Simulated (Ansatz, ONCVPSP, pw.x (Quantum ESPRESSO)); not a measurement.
## pw.x on fcc Cl: one setting changed

Potential: optimised norm-conserving Vanderbilt (ONCV), ONCVPSP 4.0.1.1 (patched build), PBE; core [Ne], reference 3s2 3p5; waves: 3s: rc 1.30 bohr, ncon 5, nbas 10, qcut 6.2 1/bohr, 2 projectors, debl 2 Ha; 3p: rc 1.30 bohr, ncon 4, nbas 8, qcut 6.9 1/bohr, 2 projectors, debl 1.1 Ha; d scattering state at 0.38 Ha: rc 1.36 bohr, ncon 4, nbas 8, qcut 7.5 1/bohr, 3 projectors, debl 3.7 Ha; local part: polynomial inside 1.10 bohr (lpopt 3, dvloc0 0 Ha); core correction: polynomial model core, fcfact 0.2.

The reference run (k-mesh 13³, cutoffs 50/200 Ry, Fermi–Dirac 0.01 Ry, mixing_beta 0.4, conv_thr 1e-9, no spin) gives -0.04 GPa at 21.767 Å³/atom, where all-electron LAPW gives -0.06 GPa. This run, with its own iteration cap, changes mixing_ndim to 2.

```
&control
  calculation='scf', prefix='x', pseudo_dir='./', outdir='./tmp', tstress=.true., disk_io='none'
/
&system
  ibrav=0, nat=1, ntyp=1, ecutwfc=50, ecutrho=200, nbnd=11,
  occupations='smearing', smearing='fd', degauss=0.01
/
&electrons
  conv_thr=1e-09, mixing_beta=0.4, electron_maxstep=60, mixing_ndim=2
/
ATOMIC_SPECIES
Cl 1.0 Cl.UPF
CELL_PARAMETERS angstrom
  0.00000000 2.21610089 2.21610089
  2.21610089 0.00000000 2.21610089
  2.21610089 2.21610089 0.00000000
ATOMIC_POSITIONS crystal
Cl 0.0000 0.0000 0.0000
K_POINTS automatic
13 13 13 0 0 0
```

```bash
pw.x < Cl.scf.in > Cl.scf.out
```

Problem. How does the run end?

Solution. It converges in 5 iterations; the free energy moves by +0.0 meV/atom and the pressure by +0.00 GPa. The result is that of the reference run.

```
Message from routine setup:
     using ibrav=0 with symmetry is DISCOURAGED, use correct ibrav instead
     lattice parameter (alat)  =       5.9225  a.u.
     unit-cell volume          =     146.8910 (a.u.)^3
     number of electrons       =         7.00
     number of Kohn-Sham states=           11
     kinetic-energy cutoff     =      50.0000  Ry
     charge density cutoff     =     200.0000  Ry
     scf convergence threshold =      1.0E-09
     Exchange-correlation= PBE
     number of k points=    84  Fermi-Dirac smearing, width (Ry)=  0.0100
     iteration #  1     ecut=    50.00 Ry     beta= 0.40
     total energy              =     -33.56210205 Ry
     estimated scf accuracy    <       0.00018033 Ry
     iteration #  2     ecut=    50.00 Ry     beta= 0.40
     total energy              =     -33.56212189 Ry
     estimated scf accuracy    <       0.00003149 Ry
     iteration #  3     ecut=    50.00 Ry     beta= 0.40
     total energy              =     -33.56213000 Ry
     estimated scf accuracy    <       0.00000140 Ry
     iteration #  4     ecut=    50.00 Ry     beta= 0.40
     total energy              =     -33.56213039 Ry
     estimated scf accuracy    <       0.00000003 Ry
     iteration #  5     ecut=    50.00 Ry     beta= 0.40
     the Fermi energy is     2.8285 ev
!    total energy              =     -33.56213040 Ry
     estimated scf accuracy    <          5.9E-10 Ry
     smearing contrib. (-TS)   =      -0.00832349 Ry
     The total energy is F=E-TS. E is the sum of the following terms:
     one-electron contribution =      -0.65038743 Ry
     hartree contribution      =       3.57310082 Ry
     xc contribution           =      -9.65372931 Ry
     ewald contribution        =     -26.82279099 Ry
     convergence has been achieved in   5 iterations
          total   stress  (Ry/bohr**3)                   (kbar)     P=       -0.36
     Message from routine punch:
     Nothing written, as per user request (disk_io='none')
```

The run took about 19 s on one core of a shared host (Neoverse-N1, 64 threads, 124 GiB, load 59).
